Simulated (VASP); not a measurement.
Data:

```xyz
4
Lattice="3.5726 0.0000 0.0000 -1.7863 3.0939 0.0000 0.0000 0.0000 3.8149" Properties=species:S:1:pos:R:3 pbc="T T T"
Li     0.0000     0.0000     1.9075
Li     0.0000     2.0626     0.0000
Li     1.7863     1.0313     0.0000
N      0.0000     0.0000     0.0000
```

Computed with PBE GGA, VASP's PBE PAW potentials (set 64) (plane waves; VASP). Settings: 400 eV cut-off, 6×6×5 Γ-centred mesh, Gaussian smearing of 0.010 eV, potentials Li_sv N.

Q: Give the energies of bands 5 to 9 at the high-symmetry points, in eV from the valence-band maximum.

A: 
```csv
band,Γ,M,K,A,L,H
5,-1.65,-2.31,-1.98,-2.77,-1.36,-1.29
6,-0.21,-1.29,-1.98,0.00,-0.98,-1.29
7,-0.21,-0.79,-0.68,0.00,-0.64,-0.31
8,1.22,4.79,5.40,4.12,1.10,2.40
9,7.49,4.79,5.40,7.33,6.09,2.40
```

The gap is indirect, 1.10 eV, from the valence maximum at A to the conduction minimum at L.

The structure comes from a computed database's Li3N entry; how it stands against other phases isn't given here. The cell was not relaxed at this level.
